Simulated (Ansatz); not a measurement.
# TaN: stress in a strained cell, part 2 of 2

Aim: deform TaN (equal xy, yz and zx engineering shear strains of -1 %) and compute stress, forces and field gradients with LAPW, PAW and all-electron datasets made for the crystal.

Ansatz 0.2.0; DFT PBEsol; a database cell (COD). «Crystal datasets» are all-electron PAW datasets made for this crystal.

## 5. All-electron PAW on datasets made for the crystal

input.yaml reads:

```yaml
crystal:
  lattice:
    - [2.9379988584, -0.0146899943, -0.0146899943]
    - [-1.4817213374, 2.5517266448, -0.0053769111]
    - [-0.014415, -0.014415, 2.883]
  atoms:
    - { symbol: Ta, position: [0.3333333333, 0.6666666667, 0.5] }
    - { symbol: "N", position: [0.0, 0.0, 0.0] }
kpoints:
  mp_grid: { grid: [12, 12, 10] }
scf:
  occupations: { method: fermi_dirac, width: 0.02 }
hamiltonian:
  xc: pbesol
  pseudopotentials: { kind: all_electron, datasets: crystal }
output:
  forces: true
  stress: true
  eigenvalues: true
  efg: { contact_densities: true }
```

On the command line:

```sh
ansatz run input.yaml --threads 1 --pin off --max-ram 3072MiB --backend cpu --events-out ev --progress --plain --runs-dir out
```

Standard output:

```text
hamiltonian.pseudopotentials.datasets: crystal makes datasets for this crystal and solves the spheres of its atoms anew in each pass: cutoff 480.0 eV, the density's 1920.0 eV; for an error of 0.50 meV an atom under PBE, 1.0 meV for the cell; an energy difference from a run of another recipe may be off by several times the error for the cell, under r2SCAN by more, where some 0.1 meV an atom stays at smaller errors; N in spheres of 0.905 Å, 5 of its electrons in bands; Ta in spheres of 1.296 Å, 27 of its electrons in bands
band count auto-derived: 22 (N_el = 32.0; filled up to band 16; 20 by the electrons, moments and atoms)
Ta: output.efg is read without spin–orbit coupling, which moves field gradients at and beside such atoms by some per cent and up to a factor of two; PAW files take it under magnetization.noncollinear and magnetization.spin_orbit
Engine: ansatz 0.2.0
Pseudopotentials: kind: all_electron
Pseudopotential: Ta, paw, valence charge 27, recommended cutoff 480 eV (normal), Koelling and Harmon's equation, gaussian nucleus
Pseudopotential: N, paw, valence charge 5, recommended cutoff 480 eV (normal), Koelling and Harmon's equation, gaussian nucleus
Functional definition: PBEsol
  exchange = pbesol_x
  correlation = pbesol_c
Crystal: 2 atoms, lattice volume = 21.550 Å³
Basis set: ecut = 480 eV, 527 PW (Γ), exchange–correlation on 48×48×48 points (8 copies of the dense FFT grid, shifted against one another)
Bands: 22, of which v1, the nominal top of the filled ones, is band 16 counted from 1 (15 counted from 0)
Symmetry: 1 space group operations
Space group: P1 (ITA 1), of the structure as read, at distance tolerance 2.8e-5 Å
k-points: 724 of 1440 (time reversal used)
Non-local potential: Ta, projectors of the file, l = 0: 2, l = 1: 2, l = 2: 1, l = 3: 2
Non-local potential: N, projectors of the file, l = 0: 1, l = 1: 1
PAW form: soft (Blöchl's): semilocal exchange-correlation on the pseudo side does not see the compensation charge
PAW one-centre angular grid: Ta, 590 points (default); XC on its mesh's 1803 points in the sphere
PAW one-centre angular grid: N, 110 points (default); XC on its mesh's 1923 points in the sphere
Initial density: superposition of atomic densities (neutral atoms: chi_scale 0, normalization atom)
Initial wavefunctions: pseudopotential atomic-orbital guess
Functional: x = pbesol(κ = 0.804, μ = 0.12345679012345678), c = pbesol(β = 0.046)
iter 1 solved again at ethr=2.80e-2 eV; its pass at ethr=1.00e-1 eV (dr2=8.95e0 eV) is discarded
SCF iter   1: F=—  HF=-425932.870798 eV  |F-HF|=—  |Δ(HF+E_count)|=         —  Δρ=1.79e-1  dr2=8.66e0  ethr=2.80e-2  ⟨swp⟩=2.0  Hψ=81522  notcnv=0
preconditioner: auto → none  [insulator: Δε(μ)=0.149 eV  Ē_g=24.160 eV  σ=0.020 eV  W_gap=0.95  n_scr=8 (ndim 8)  ℏωp=43.8 eV  f_vac=0.000  D(μ)=0.01/eV (n_scr^D=0)  ε∞_Penn≈4.3]
SCF iter   2: F=—  HF=-425931.747523 eV  |F-HF|=—  |Δ(HF+E_count)|=    1.12e0  Δρ=1.53e-1  dr2=4.75e0  ethr=2.71e-2  ⟨swp⟩=3.2  Hψ=39859  notcnv=0  defer=1
iter 3 solved again at ethr=4.09e-4 eV; its pass at ethr=1.48e-2 eV (dr2=1.31e-1 eV) is discarded
SCF iter   3: F=—  HF=-425930.663214 eV  |F-HF|=—  |Δ(HF+E_count)|=    1.08e0  Δρ=2.81e-2  dr2=1.32e-1  ethr=4.09e-4  ⟨swp⟩=2.1  Hψ=69714  notcnv=0
SCF iter   4: F=—  HF=-425930.639591 eV  |F-HF|=—  |Δ(HF+E_count)|=   2.36e-2  Δρ=6.77e-3  dr2=7.58e-3  ethr=4.09e-4  ⟨swp⟩=3.0  Hψ=38665  notcnv=0  defer=1
SCF iter   5: F=—  HF=-425930.638327 eV  |F-HF|=—  |Δ(HF+E_count)|=   1.26e-3  Δρ=1.21e-3  dr2=1.77e-4  ethr=2.37e-5  ⟨swp⟩=3.0  Hψ=42919  notcnv=0
SCF iter   6: F=—  HF=-425930.639504 eV  |F-HF|=—  |Δ(HF+E_count)|=   1.18e-3  Δρ=1.12e-3  dr2=3.84e-4  ethr=5.52e-7  ⟨swp⟩=3.0  Hψ=42805  notcnv=0
SCF iter   7: F=—  HF=-425930.639417 eV  |F-HF|=—  |Δ(HF+E_count)|=   8.71e-5  Δρ=2.35e-4  dr2=1.44e-5  ethr=5.52e-7  ⟨swp⟩=3.0  Hψ=29655  notcnv=0
SCF iter   8: F=—  HF=-425930.639332 eV  |F-HF|=—  |Δ(HF+E_count)|=   8.54e-5  Δρ=7.49e-5  dr2=1.70e-6  ethr=4.49e-8  ⟨swp⟩=2.0  Hψ=37663  notcnv=0
SCF iter   9: F=-425930.639331 eV  HF=-425930.639331 eV  |F-HF|=1.02e-8  |Δ(HF+E_count)|=   4.27e-7  Δρ=7.13e-6  dr2=1.41e-8  ethr=5.33e-9  ⟨swp⟩=3.0  Hψ=28399  notcnv=0
SCF 1 converged in 9 iterations: F = -425930.639331 eV  dr2 = 1.41e-8
  Residual-converged pass: ⟨swp⟩=3.0  Hψ=37971  notcnv=0  max |occ|·‖R‖ = 5.3e-6 eV (tolerance 5.3e-6 eV)  dr2=1.36e-8  dr2_onsite=5.45e-9  max |Δocc| = 5.5e-11
SCF converged after 9 iterations
Free energy (F): -425930.639331 eV
Harris-Foulkes:  -425930.639331 eV  (|F-HF|=1.02e-8)
Internal energy: -425930.639193 eV  (E = F + TS)
E sigma→0 (E₀):  -425930.639262 eV
Entropy (-TS):   -0.000139 eV (-0.069 meV/atom)
Past the cutoff: the bands carry plane waves up to 1.75 times it, of which those up to 1.5 times it add -0.000280 eV an atom, each by itself; the spheres take 0.000206 eV an atom off the energy for waves past 1.75 times it
By the cutoff:   a pressure is off by up to 0.008 GPa (1.2 times the spheres' own share and the shells' term, over an atom's volume, and 0.004 GPa: a bound that held against runs at twice the plane waves)
Past the cutoffs: a stress includes 0.0029 GPa for waves and charges beyond them, in addition to the slope of what the spheres take
In the spheres:  the bands' charges fall short by 6.6e-7 e at most (sound up to 1e-3)
Fermi energy:    25.362630 eV
--- Per-component energies (eV) ---
  The terms above E_closure are by the made datasets' own strengths, without shells solved beside the bands.
--- Forces (eV/Å), atoms counted from 1 ---
  atom   1  Ta    -0.01907388    -0.00036388    -0.00540769
  atom   2  N      0.01908722     0.00036406     0.00540817
  max |Σ_I F_I| component: 1.33e-5 eV/Å
--- Stress (GPa, compression-positive) ---
       -4.676822       2.243726       2.453502
        2.243726      -4.486158       2.451371
        2.453502       2.451371      -4.861592
  P = ⅓ Tr σ = -4.6749 GPa (-46.749 kbar)
--- PAW observables at the nuclei: V_zz in 10²¹ V/m², potentials from the cell's mean, atoms counted from 1 ---
  atom   1  Ta V_zz =    +6.812393   η = 0.5495   by run symmetry: allowed
            electrostatic potential = -14498.190370 V   contact ρ = 8140160.412892 e/Å³
  atom   2  N  V_zz =    -0.222187   η = 0.5240   by run symmetry: allowed
            electrostatic potential = -528.179886 V   contact ρ = 1404.229726 e/Å³
--- Band table (eV; the first three rows and the last of 724) ---
  k-point 0: bands = ["-43.1089", "-9.4554", "-9.2094", "-9.1881", "5.1378", "5.1548", "5.1553", "5.1626", "5.1649", "5.1775", "5.2471", "7.6008", "20.6583", "20.7807", "21.0780", "22.3772", "27.4795", "28.7840", "28.9077", "29.2881"]
  k-point 1: bands = ["-43.1041", "-9.5509", "-9.2016", "-9.1803", "5.1410", "5.1532", "5.1538", "5.1655", "5.1679", "5.1720", "5.2471", "7.8054", "20.3525", "20.7458", "20.8662", "22.9734", "27.7082", "27.7580", "27.9108", "29.9784"]
  k-point 2: bands = ["-43.0914", "-9.7939", "-9.1810", "-9.1598", "5.1458", "5.1488", "5.1502", "5.1590", "5.1733", "5.1759", "5.2472", "8.3688", "19.0125", "20.9717", "21.0775", "24.1921", "26.4945", "26.6161", "28.7179", "30.1014"]
  k-point 723: bands = ["-42.9855", "-10.1278", "-10.0642", "-9.3169", "5.1005", "5.1610", "5.1658", "5.1685", "5.1748", "5.2107", "5.2180", "9.6010", "17.9551", "19.1000", "19.6545", "24.8924", "29.4564", "30.6227", "31.3466", "32.3672"]
```

Wall time 3.8 min (1 thread of Arm Neoverse V1, shared host); peak memory 2.3 GiB.

Result: pressure -4.67 GPa; no gap; largest force 0.020 eV/Å; Vzz Ta1 6.81 (η = 0.55), N2 -0.22 (η = 0.52) (10²¹ V/m²).

## 6. Side by side

Stress (GPa, compression positive):

| method | xx | yy | zz | yz | xz | xy |
| --- | --- | --- | --- | --- | --- | --- |
| LAPW | -4.68 | -4.49 | -4.86 | 2.45 | 2.45 | 2.24 |
| PAW | -4.77 | -4.58 | -4.95 | 2.47 | 2.47 | 2.25 |
| crystal datasets | -4.68 | -4.49 | -4.86 | 2.45 | 2.45 | 2.24 |

Forces (eV/Å):

| atom | LAPW x | LAPW y | LAPW z | PAW x | PAW y | PAW z | crystal datasets x | crystal datasets y | crystal datasets z |
| --- | --- | --- | --- | --- | --- | --- | --- | --- | --- |
| Ta1 | -0.019 | 0.000 | -0.005 | -0.020 | 0.000 | -0.005 | -0.019 | 0.000 | -0.005 |
| N2 | 0.019 | 0.000 | 0.005 | 0.020 | 0.000 | 0.005 | 0.019 | 0.000 | 0.005 |

```
          method  pressure (GPa)  largest force (eV/Å)  Vzz Ta1 (10²¹ V/m²)  Vzz N2 (10²¹ V/m²)  SCF cycles, all passes
            LAPW           -4.68                 0.020                    –                   –                       8
             PAW           -4.76                 0.020                 6.35               -0.23                       6
crystal datasets           -4.67                 0.020                 6.81               -0.22                       9
```

## 7. Results

What follows sums up all 2 parts.

| quantity | value |
| --- | --- |
| pressure | LAPW -4.68, PAW -4.76, crystal datasets -4.67 GPa |
| largest shear or deviatoric stress (LAPW) | 2.45 GPa |

In words: The largest part of the stress beyond the pressure is 2.45 GPa in size; the atoms are carried along and not relaxed. No run of the undeformed cell stands beside it, so the pressure holds what the given cell had before the change. PAW: stress within 0.09 GPa of LAPW. Crystal datasets: stress within 0.01 GPa of LAPW. Spin-orbit coupling is left out, though the cell holds Ta; in elements this heavy it can shift bands and gaps by tenths of an eV.
